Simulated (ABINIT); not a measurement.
# Nb (Fm-3m) in ABINIT: settings compared

One crystal, Nb, is run at these levels: PBEsol, LDA; tasks: phonons at a zone-boundary q, optical spectrum.

Program: ABINIT 10.8.3 (patched build). These are calculated values, not measurements. Logs are shortened: lines on timing, memory, paths and dates and some standing lists are left out, and cuts for length are marked. The log counts tension as positive stress, the text compression.

## 1. The structure

It takes space group Fm-3m (No. 225, cubic). Conventional cell: a = 4.230 Å, b = 4.230 Å, c = 4.230 Å, α = 90.00°, β = 90.00°, γ = 90.00°. Nb (site symmetry m-3m) is surrounded by 12 Nb at 2.99 Å.

This isn't the form of Nb at room conditions, which is bcc.

## 2. Phonons at a zone-boundary q, PBEsol (volume scaled by 1.08)

Input file run.abi:

```
# Datasets
ndtset 3

# Pseudopotentials
pp_dirpath "./"
pseudos "Nb.upf"

# Structure
acell 5.7991653041 5.7991653041 5.7991653041
rprim
     0.0000000000     0.7071067812     0.7071067812
     0.7071067812     0.0000000000     0.7071067812
     0.7071067812     0.7071067812     0.0000000000
ntypat 1
znucl 41
natom 1
typat 1
chkprim 0
chksymtnons 0
tolsym 1.0e-6
xred
            0.0            0.0            0.0

# Plane-wave basis
ecut 37.0

# k points
ngkpt 12 12 12
nshiftk 1
shiftk 0.0 0.0 0.0

# Exchange and correlation
ixc -116133

# Bands and occupations
nband 15
occopt 3
tsmear 0.1 eV

# SCF cycle
nstep 80

# Output
prteig 0
prtebands 0
prtwf 0
prtden 0
prtpot 0

# Dataset 1: ground state
kptopt1 1
tolvrs1 1.0e-15
prtwf1 1
tolwfr1 1.0e-14
nbdbuf1 4
nline1 6

# Dataset 2: atomic displacements at q = 0.5 0.5 0.5
rfphon2 1
rfatpol2 1 1
rfdir2 1 1 1
getwfk2 1
kptopt2 3
nqpt2 1
qpt2 1/2 1/2 1/2
tolvrs2 1.0e-10

# Dataset 3: atomic displacements at q = 0.5 0.0 0.5
rfphon3 1
rfatpol3 1 1
rfdir3 1 1 1
getwfk3 1
kptopt3 3
nqpt3 1
qpt3 1/2 0.0 1/2
tolvrs3 1.0e-10
```

Potentials or basis: PseudoDojo NC SR PBEsol v0.4.1 standard.

Launch:

```console
> mpirun --bind-to none -np 4 abinit run.abi > log 2>&1
```

run.abo:

```text
.Version 10.8.3 of ABINIT
 DATASET    1 : space group Fm -3 m (#225); Bravais cF (face-center cubic)
================================================================================
 Values of the parameters that define the memory need for DATASET  1.
     intxc =       0    ionmov =       0      iscf =       7    lmnmax =       6
     lnmax =       6     mgfft =      32  mpssoang =       3    mqgrid =    3001
     natom =       1  nloc_mem =       1    nspden =       1   nspinor =       1
    nsppol =       1      nsym =      48    n1xccc =    2501    ntypat =       1
    occopt =       3   xclevel =       2
       mpw =        1494          nfft =       32768          nkpt =          72
================================================================================
================================================================================

 DATASET    2 : space group Fm -3 m (#225); Bravais cF (face-center cubic)
================================================================================
 Values of the parameters that define the memory need for DATASET  2 (RF).
     intxc =       0      iscf =       7    lmnmax =       6     lnmax =       6
     mgfft =      32  mpssoang =       3    mqgrid =    3001     natom =       1
  nloc_mem =       1    nspden =       1   nspinor =       1    nsppol =       1
      nsym =      48    n1xccc =    2501    ntypat =       1    occopt =       3
   xclevel =       2
      nfft =       32768          nkpt =        1728
================================================================================
================================================================================

 DATASET    3 : space group Fm -3 m (#225); Bravais cF (face-center cubic)
================================================================================
 Values of the parameters that define the memory need for DATASET  3 (RF).
     intxc =       0      iscf =       7    lmnmax =       6     lnmax =       6
     mgfft =      32  mpssoang =       3    mqgrid =    3001     natom =       1
  nloc_mem =       1    nspden =       1   nspinor =       1    nsppol =       1
      nsym =      48    n1xccc =    2501    ntypat =       1    occopt =       3
   xclevel =       2
      nfft =       32768          nkpt =        1728
================================================================================
================================================================================

--------------------------------------------------------------------------------
------------- Echo of variables that govern the present computation ------------
--------------------------------------------------------------------------------
 -outvars: echo values of preprocessed input variables --------
            acell      5.7991653041E+00  5.7991653041E+00  5.7991653041E+00 Bohr
              amu      9.29063800E+01
          chkprim           0
      chksymtnons           0
             ecut      3.70000000E+01 Hartree
           getwfk1          0
           getwfk2          1
           getwfk3          1
                       outvar_i_n : Printing only first  50 k-points.
              ixc     -116133
           jdtset        1    2    3
                       outvar_i_n : Printing only first  50 k-points.
           kptopt1          1
           kptopt2          3
           kptopt3          3
         kptrlatt       12    0    0      0   12    0      0    0   12
          kptrlen      6.95899837E+01
            natom           1
            nband1         15
            nband2         15
            nband3         15
           nbdbuf1          4
           nbdbuf2          2
           nbdbuf3          2
           ndtset           3
            ngfft          32      32      32
             nkpt1         72
             nkpt2       1728
             nkpt3       1728
            nline1          6
            nline2          4
            nline3          4
             nqpt1          0
             nqpt2          1
             nqpt3          1
            nstep          80
             nsym          48
           ntypat           1
                       prtocc : prtvol=0, do not print more k-points.
                       prtocc : prtvol=0, do not print more k-points.
                       prtocc : prtvol=0, do not print more k-points.
           occopt           3
        optdriver1          0
        optdriver2          1
        optdriver3          1
           prtden           0
[... 200 lines left out ...]

 getcut: wavevector=  0.5000  0.5000  0.5000  ngfft=  32  32  32
         ecut(hartree)=     37.000   => boxcut(ratio)=   1.95273

--- Pseudopotential description ------------------------------------------------
- pspini: atom type   1  psp file is ./Nb.upf
  41.00000  13.00000  180301                  znucl, zion, pspdat
12 -116133 2 -1 1660                          pspcod,pspxc,lmax,lloc,mmax
     nproj     2     2     2

--------------------------------------------------------------------------------

 ==>  initialize data related to q vector <==

 The list of irreducible perturbations for this q vector is:
    1)    idir= 1    ipert=   1

================================================================================

 The perturbation idir=   2  ipert=   1 is
 symmetric of a previously calculated perturbation.
 So, its SCF calculation is not needed.
[... 46 lines left out ...]
 2DEtotal=    0.3009320910E+01 Ha. Also 2DEtotal=    0.818877936153E+02 eV
    (2DErelax=   -2.1669273523E+03 Ha. 2DEnonrelax=    2.1699366732E+03 Ha)
    (  non-var. 2DEtotal :    3.0093209526E+00 Ha)

================================================================================

 ---- first-order wavefunction calculations are completed ----

 ==> Compute Derivative Database <==

  Dynamical matrix, in cartesian coordinates,
   if specified in the inputs, asr has been imposed
     j1       j2             matrix element
  dir pert dir pert     real part    imaginary part

   1    1   1    1         0.0413774389        -0.0000000451
   1    1   2    1         0.0481049380         0.0000000451
   1    1   3    1         0.0481049380         0.0000000451

   2    1   1    1         0.0481049380         0.0000000451
   2    1   2    1         0.0413774389        -0.0000000451
   2    1   3    1         0.0481049380         0.0000000451

   3    1   1    1         0.0481049380         0.0000000451
   3    1   2    1         0.0481049380         0.0000000451
   3    1   3    1         0.0413774389        -0.0000000451

  Phonon wavevector (reduced coordinates) :  0.50000  0.50000  0.50000
 Phonon energies in Hartree :
  -1.993077E-04 -1.993077E-04  9.013353E-04
 Phonon frequencies in cm-1    :
  -4.374298E+01 -4.374298E+01  1.978202E+02

================================================================================
== DATASET  3 ==================================================================

--- !DatasetInfo
iteration_state: {dtset: 3, }
dimensions: {natom: 1, nkpt: 1728, mband: 15, nsppol: 1, nspinor: 1, nspden: 1, mpw: 1524, }
cutoff_energies: {ecut:  37.0, pawecutdg:  -1.0, }
electrons: {nelect:   1.30000000E+01, charge:   0.00000000E+00, occopt:   3.00000000E+00, tsmear:   3.67493222E-03, }
meta: {optdriver: 1, rfphon: 1, }
...

 mkfilename : getwfk/=0, take file _WFK from output of DATASET   1.

 Real(R)+Recip(G) space primitive vectors, cartesian coordinates (Bohr,Bohr^-1):
 R(1)=  0.0000000  4.1006291  4.1006291  G(1)= -0.1219325  0.1219325  0.1219325
 R(2)=  4.1006291  0.0000000  4.1006291  G(2)=  0.1219325 -0.1219325  0.1219325
 R(3)=  4.1006291  4.1006291  0.0000000  G(3)=  0.1219325  0.1219325 -0.1219325
 Unit cell volume ucvol=  1.3790546E+02 bohr^3
 Angles (23,13,12)=  6.00000000E+01  6.00000000E+01  6.00000000E+01 degrees
 setup1 : take into account q-point for computing boxcut.

 getcut: wavevector=  0.5000  0.0000  0.5000  ngfft=  32  32  32
         ecut(hartree)=     37.000   => boxcut(ratio)=   1.95324

--- Pseudopotential description ------------------------------------------------
- pspini: atom type   1  psp file is ./Nb.upf
  41.00000  13.00000  180301                  znucl, zion, pspdat
12 -116133 2 -1 1660                          pspcod,pspxc,lmax,lloc,mmax
     nproj     2     2     2

--------------------------------------------------------------------------------

 ==>  initialize data related to q vector <==

 The list of irreducible perturbations for this q vector is:
    1)    idir= 1    ipert=   1
    2)    idir= 2    ipert=   1

================================================================================

 The perturbation idir=   3  ipert=   1 is
 symmetric of a previously calculated perturbation.
 So, its SCF calculation is not needed.
[... 86 lines left out ...]
 2DEtotal=    0.1237140223E+01 Ha. Also 2DEtotal=    0.336643004494E+02 eV
    (2DErelax=   -1.9304015765E+03 Ha. 2DEnonrelax=    1.9316387168E+03 Ha)
    (  non-var. 2DEtotal :    1.2371397341E+00 Ha)

================================================================================

 ---- first-order wavefunction calculations are completed ----

 ==> Compute Derivative Database <==

  Dynamical matrix, in cartesian coordinates,
   if specified in the inputs, asr has been imposed
     j1       j2             matrix element
  dir pert dir pert     real part    imaginary part

   1    1   1    1         0.0367866062         0.0000000325

   2    1   2    1         0.0687364964         0.0000000649

   3    1   3    1         0.0367866062         0.0000000325

  Phonon wavevector (reduced coordinates) :  0.50000  0.00000  0.50000
 Phonon energies in Hartree :
   4.660602E-04  4.660602E-04  6.370755E-04
 Phonon frequencies in cm-1    :
   1.022884E+02  1.022884E+02  1.398219E+02

== END DATASET(S) ==============================================================
================================================================================

 -outvars: echo values of variables after computation  --------
            acell      5.7991653041E+00  5.7991653041E+00  5.7991653041E+00 Bohr
           etotal1    -6.2235147781E+01
           etotal2     3.0093209098E+00
           etotal3     1.2371402230E+00
            fcart1    -0.0000000000E+00 -0.0000000000E+00 -0.0000000000E+00
            fcart2     0.0000000000E+00  0.0000000000E+00  0.0000000000E+00
            fcart3     0.0000000000E+00  0.0000000000E+00  0.0000000000E+00
            rprim      0.0000000000E+00  7.0710678120E-01  7.0710678120E-01
                       7.0710678120E-01  0.0000000000E+00  7.0710678120E-01
                       7.0710678120E-01  7.0710678120E-01  0.0000000000E+00
           strten1     5.7543238950E-04  5.7543238950E-04  5.7543238950E-04
                       0.0000000000E+00  0.0000000000E+00  0.0000000000E+00
           strten2     0.0000000000E+00  0.0000000000E+00  0.0000000000E+00
                       0.0000000000E+00  0.0000000000E+00  0.0000000000E+00
           strten3     0.0000000000E+00  0.0000000000E+00  0.0000000000E+00
                       0.0000000000E+00  0.0000000000E+00  0.0000000000E+00
 Calculation completed.
```

It took 5.7 min on 4 MPI ranks of Arm Neoverse V2, shared host; peak memory 1.3 GiB.

Results:

```yaml
Free_energy: -1693.5046 eV
Pressure: -16.9 GPa
Band_gap_on_the_k_mesh: none (metal or under the smearing width)
Highest_phonon_frequency: 198 cm⁻¹
Most_unstable_mode: 44i cm⁻¹
```

Phonon frequencies in cm⁻¹ (negative: imaginary):
| q point | frequencies |
| --- | --- |
| (0.500, 0.500, 0.500) | -44 -44 198 |
| (0.500, 0.000, 0.500) | 102 102 140 |

Caveat: some modes are imaginary.

(Continued in part 2 of 2.)
